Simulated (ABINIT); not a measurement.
The system is Sb.

```xyz
2
Lattice="2.1542 1.2437 3.7580 -2.1542 1.2437 3.7580 0.0000 -2.4875 3.7580" Properties=species:S:1:pos:R:3 pbc="T T T"
Sb    0.0000    0.0000    8.6416
Sb    0.0000    0.0000    2.6324
```

- Program: ABINIT 10.8.3 (patched build)
- Task: relaxation of cell and atoms
- Functional: LDA
- Potentials or basis: PseudoDojo NC SR LDA v0.4.1 standard
- Cutoff: 1143 eV
- k mesh: 6 × 6 × 6
- Occupations: fermi-dirac, width 0.05 eV
- Spin: no spin polarisation

At the start: pressure -1.1 GPa; volume 30.21 Å³/atom.

**Question.** How do energy, volume and symmetry change on relaxing?

**Answer.** Over 10 steps the energy falls by 2.4 meV/atom and the volume is 29.48 Å³/atom (-2.4 %); space group R-3m (No. 166, to 0.05 Å).

The path:
| step | energy change (eV) | largest force (eV/Å) | pressure (GPa) | volume (Å³) |
| --- | --- | --- | --- | --- |
| 1 | 0.0000 | 0.0616 | -1.09 | 60.41 |
| 2 | -0.0013 | 0.0385 | -0.89 | 60.21 |
| 3 | -0.0038 | 0.0565 | -0.02 | 59.36 |
| 4 | -0.0039 | 0.0528 | -0.02 | 59.35 |
| 5 | -0.0048 | 0.0083 | 0.02 | 58.97 |
| 6 | -0.0048 | 0.0117 | 0.02 | 58.95 |
| 7 | -0.0048 | 0.0150 | 0.01 | 58.94 |
| 8 | -0.0049 | 0.0129 | 0.00 | 58.93 |
| 9 | -0.0049 | 0.0057 | 0.00 | 58.95 |
| 10 | -0.0049 | 0.0009 | 0.00 | 58.97 |

Final structure:
```yaml
crystal:
  lattice:
    - [2.14653, 1.23930, 3.69458]
    - [-2.14653, 1.23930, 3.69458]
    - [0.00000, -2.47859, 3.69458]
  atoms:
    - { symbol: Sb, position: [0.76583, 0.76583, 0.76583] }
    - { symbol: Sb, position: [0.23417, 0.23417, 0.23417] }
```
